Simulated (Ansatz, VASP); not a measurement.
## Two plane-wave programs on Tl

The input INCAR:

```
SYSTEM = Tl
ALGO = Normal
EDIFF = 1E-6
ENCUT = 520
GGA = PE
ISIF = 2
ISMEAR = 0
LASPH = .True.
LCHARG = .False.
LREAL = .False.
LWAVE = .False.
NBANDS = 12
NELM = 60
PREC = Accurate
SIGMA = 0.05
```

Contents of KPOINTS:

```
k-points
0
Gamma
  14 14 14
  0 0 0
```

Contents of POSCAR:

```
Tl
1.0
    0.0000000000      2.4974163377      2.4974163377
    2.4974163377      0.0000000000      2.4974163377
    2.4974163377      2.4974163377      0.0000000000
Tl
1
Direct
    0.0000000000      0.0000000000      0.0000000000
```

Input for Ansatz:

```yaml
crystal:
  lattice:
    - [0.0, 2.4974163377, 2.4974163377]
    - [2.4974163377, 0.0, 2.4974163377]
    - [2.4974163377, 2.4974163377, 0.0]
  atoms:
    - { symbol: Tl, position: [0.0, 0.0, 0.0] }
basis:
  ecutwfc: 420
  ecutrho_ratio: 4
kpoints:
  mp_grid: { grid: [14, 14, 14] }
hamiltonian:
  xc: pbe
scf:
  occupations: { method: gaussian, width: 0.05 }
output:
  forces: true
  stress: true
  eigenvalues: true
```

Alike in both runs: task single point; functional PBE; k mesh 14 × 14 × 14; occupations gaussian, width 0.05 eV; no spin polarisation.

|  | VASP | Ansatz |
| --- | --- | --- |
| version | VASP 6.6.1 | Ansatz 0.2.0 |
| potentials or method | VASP PAW PBE potentials, release 64 (Tl_d) | scalar-relativistic, plane waves, PAW |
| plane-wave cutoff (eV) | 520 | 420 |
| valence electrons in the cell | 13 | 13 |

VASP gave:

```
gap on the k mesh at the Fermi level (eV) : none
pressure (GPa)                            : -0.1
```

**Question.** Which values does Ansatz return?

**Answer.** gap on the k mesh at the Fermi level (eV): none; pressure (GPa): 0.0.

A gap of «none» marks a metal or a gap that the smearing closes.

Spin-orbit coupling is left out, which matters for the levels of Tl.
